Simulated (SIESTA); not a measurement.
Ge under changes of volume

One of the cells (22.639 Å³/atom); the others are scaled copies at fixed shape and fractional positions:

```
CELL_PARAMETERS angstrom
0.00000 2.82891 2.82891
2.82891 0.00000 2.82891
2.82891 2.82891 0.00000
ATOMIC_POSITIONS crystal
Ge 0.75000 0.75000 0.75000
Ge 0.50000 0.50000 0.50000
```

* Program: SIESTA 5.4.2
* Functional: vdW-DF-cx
* Potentials or basis: PseudoDojo 0.4 standard (PBE files)
* Basis: DZP (energy shift 0.003 Ry; two zetas on semicore shells)
* Grid cutoff: 800 Ry
* Energy shift: 0.003 Ry
* k mesh: 8 × 8 × 8
* Occupations: fermi-dirac, width 0.05 eV
* Spin: no spin polarisation

```csv
volume (Å³/atom),energy over the lowest point (meV/atom),pressure (GPa)
21.281,57.01,8.7
21.733,35.92,6.2
22.186,21.21,4.5
22.639,10.14,3.3
23.092,?,?
23.545,0.00,0.4
23.997,0.79,-0.9
```

Task: What does the run at 23.092 Å³/atom give?

Result: Energy over the lowest point 3.16 meV/atom; pressure 1.7 GPa.

Worked out: A Birch-Murnaghan fit of order 3 (a polynomial in V^(-2/3)) to the other rows has its minimum at 23.71 Å³/atom with B0 = V·E''(V) = 60 GPa and B' = 4.2. It gives 3.27 meV/atom at 23.092 Å³/atom, against the run's 3.16, and -dE/dV = 1.7 GPa, against 1.7.

Energies are extrapolated to zero smearing.

Caveats: the potentials were made for another functional, which shifts forces and pressure; the basis of atomic orbitals isn't converged, which shifts pressures, moduli and gaps.
